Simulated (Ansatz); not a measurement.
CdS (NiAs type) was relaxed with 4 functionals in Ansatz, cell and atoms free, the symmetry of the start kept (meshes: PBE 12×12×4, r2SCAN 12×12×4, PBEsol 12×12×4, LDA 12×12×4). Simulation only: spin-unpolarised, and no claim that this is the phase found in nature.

The r2SCAN result:
```
CELL_PARAMETERS angstrom
3.84104 0.00000 0.00000
-1.92052 3.32644 0.00000
0.00000 0.00000 6.44527
ATOMIC_POSITIONS crystal
Cd 0.00000 0.00000 0.00000
Cd 0.00000 0.00000 0.50000
S 0.33333 0.66667 0.25000
S 0.66667 0.33333 0.75000
```

It is hexagonal, P6_3/mmc (No. 194); conventional cell a = 3.841 Å, c = 6.445 Å, 20.59 Å³ an atom. Cd is surrounded by 6 S at 2.74 Å; S is surrounded by 6 Cd at 2.74 Å.

Question: Order the functionals by the relaxed volume, smallest first.
A. r2SCAN
B. PBE
C. LDA
D. PBEsol

Answer: C (19.36 Å³/atom), D (20.00 Å³/atom), A (20.59 Å³/atom), B (21.08 Å³/atom).

Question: How does the cell change with LDA?

Answer: a = 3.772 Å, c = 6.288 Å; the volume differs by -5.9 % from r2SCAN's. Cd is surrounded by 6 S at 2.69 Å; S is surrounded by 6 Cd at 2.69 Å.

Question: How does the cell change with PBE?

Answer: a = 3.877 Å, c = 6.478 Å; the volume differs by +2.4 % from r2SCAN's. Around Cd lie 6 S at 2.76 Å; around S lie 6 Cd at 2.76 Å.

Question: Held at the r2SCAN cell, what mean stress do LDA and PBE find, and does its sign point to their own minimum?

Answer: Yes. LDA -4.87 GPa, and its relaxed volume is -5.9 % from r2SCAN's; PBE +1.76 GPa, and its relaxed volume is +2.4 % from r2SCAN's. Compression counts positive, so a positive stress asks for a larger cell.
